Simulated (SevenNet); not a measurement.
# Cubic perovskite BaSnO₃

Method: the machine-learned potential SevenNet-0 (trained on PBE and PBE+U data).

Cell: relaxed at this level.

- equilibrium lattice constant a: 4.187 Å
- volume per atom: 14.68 Å³/atom

Measured, for comparison: lattice constant a 4.116 Å, equilibrium volume per atom 13.95 Å³/atom (temperature not stated, no zero-point or thermal correction; as tabulated in Lee et al. (2017), arXiv:1707.09778). Computed (rounded) less measured: lattice constant a +1.7 %, equilibrium volume per atom +5.2 %.

A machine-learned potential is trained on density-functional data: it inherits that level's misses and adds fitting errors of its own.
